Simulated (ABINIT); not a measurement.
Here is an ABINIT 10.8.3 (patched build) calculation.

The input run.abi:

```
# Pseudopotentials
pp_dirpath "./"
pseudos "Zr.upf, C.upf"

# Structure
acell 6.3204064841 6.3204064841 6.3204064841
rprim
     0.0000000000     0.7071067812     0.7071067812
     0.7071067812     0.0000000000     0.7071067812
     0.7071067812     0.7071067812     0.0000000000
ntypat 2
znucl 40 6
natom 2
typat 1 2
xred
     0.5000000000     0.5000000000     0.5000000000
     0.0000000000     0.0000000000     0.0000000000

# Plane-wave basis
ecut 31.0

# k points
kptopt 1
ngkpt 8 8 8
nshiftk 1
shiftk 0.0 0.0 0.0

# Exchange and correlation
ixc 7

# Bands and occupations
nband 12
occopt 3
tsmear 0.05 eV

# SCF cycle
nstep 100
tolvrs 1.0e-10

# Output
iomode 3
prtwf 0
prtden 0
prteig 0
prtebands 0
```

Potentials or basis: PseudoDojo NC SR LDA v0.4.1 standard.

Launch:

```bash
$ mpirun --bind-to none -np 4 abinit run.abi > log 2>&1
```

Problem. Estimate the band gap on the k mesh.

Solution. None (metal or under the smearing width).
